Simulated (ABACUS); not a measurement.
**GaP: single point with BLYP**

**The experiment to reproduce.**

“Stacking defects in GaP nanowires: Electronic structure and optical properties”, 2018, arxiv:1810.01194 quotes, for a bulk crystal of GaP at 10 K: band gap 2.34 eV (indirect).

Crystal: GaP.

```
Ga P
1.0
     0.00000    2.72525    2.72525
     2.72525    0.00000    2.72525
     2.72525    2.72525    0.00000
Ga P
1 1
Direct
  0.00000 0.00000 0.00000
  0.75000 0.75000 0.75000
```

| Item | Value |
| --- | --- |
| Program | ABACUS 3.10.1 |
| Task | single point |
| Functional | BLYP |
| Potentials or basis | PseudoDojo NC SR 0.5 PBE stringent |
| Cutoff | 1551 eV |
| Density cutoff | 6204 eV |
| Basis | plane waves |
| k mesh | 6 × 6 × 6 |
| Occupations | fermi-dirac, width 0.05 eV |
| Spin | no spin polarisation |
| Radial cutoff of the potentials (pseudo_rcut) | 10 bohr |
| SCF threshold on the density | 1e-08 |
| Max SCF steps | 100 |
| Eigensolver | dav |
| Mixing | broyden |
| Mixing share | 0.7 |
| Symmetry key | 1 |
| Bands | 23 |

```
Pressure               : 6.2 GPa
Band gap on the k mesh : 1.65 eV, indirect (least direct gap 1.70 eV)
```

Levels at points of the mesh, in eV from the valence-band top:
| k point | band 9 | band 10 | band 11 | band 12 | band 13 | band 14 | band 15 | band 16 | band 17 | band 18 |
| --- | --- | --- | --- | --- | --- | --- | --- | --- | --- | --- |
| (0.00, 0.00, 0.00) | -14.48 | -12.49 | 0.00 | 0.00 | 0.00 | 1.70 | 3.92 | 3.92 | 3.92 | 8.99 |
| (0.50, 0.50, 0.50) | -14.47 | -10.44 | -6.62 | -1.11 | -1.11 | 1.65 | 4.80 | 4.80 | 8.52 | 10.96 |
| (0.50, 0.50, 0.00) | -14.46 | -9.53 | -6.81 | -2.65 | -2.65 | 1.83 | 1.91 | 10.54 | 10.54 | 11.20 |

Wall time 17 s on 4 MPI ranks on AMD EPYC 7R43 64-Core Processor (Zen 3) (shared host), peak memory 0.28 GiB a rank.

A measured gap of GaP is 2.34 eV (indirect; 10 K; quoted in “Stacking defects in GaP nanowires: Electronic structure and optical properties”, 2018, arxiv:1810.01194); the calculated 1.65 eV misses it by -0.69 eV. Spin-orbit coupling on Ga is left out. The value is that of BLYP on a finite k mesh, which can miss the band edges, without temperature or zero-point motion. Semilocal functionals fall short of measured gaps as a rule.

Caveat: the potentials were made for another functional, which shifts forces and pressure.
